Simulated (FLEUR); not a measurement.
Crystal: P.

```xyz
4
Lattice="1.6477 -5.4650 0.0000 1.6477 5.4650 0.0000 0.0000 0.0000 4.5436" Properties=species:S:1:pos:R:3 pbc="T T T"
P     1.6477   -4.4173    2.6754
P     1.6477    4.4173    1.8683
P     1.6477   -1.0477    0.4035
P     1.6477    1.0477    4.1401
```

Base run:

- Program: FLEUR MaX-R8.1 (patched build s14)
- Functional: PZ
- Potentials or basis: all-electron
- Basis: FLAPW
- Kmax: 4.15 1/bohr
- k mesh: 8 × 8 × 6
- Occupations: fermi-dirac, width 0.05 eV
- Spin: no spin polarisation

Its results: band gap on the k mesh 0.02 eV, direct.

The run is repeated on the same cell with these changes: functional from PZ to PBE. What comes out?

Band gap on the k mesh 0.10 eV, direct.

Not every run made on this cell is shown here.
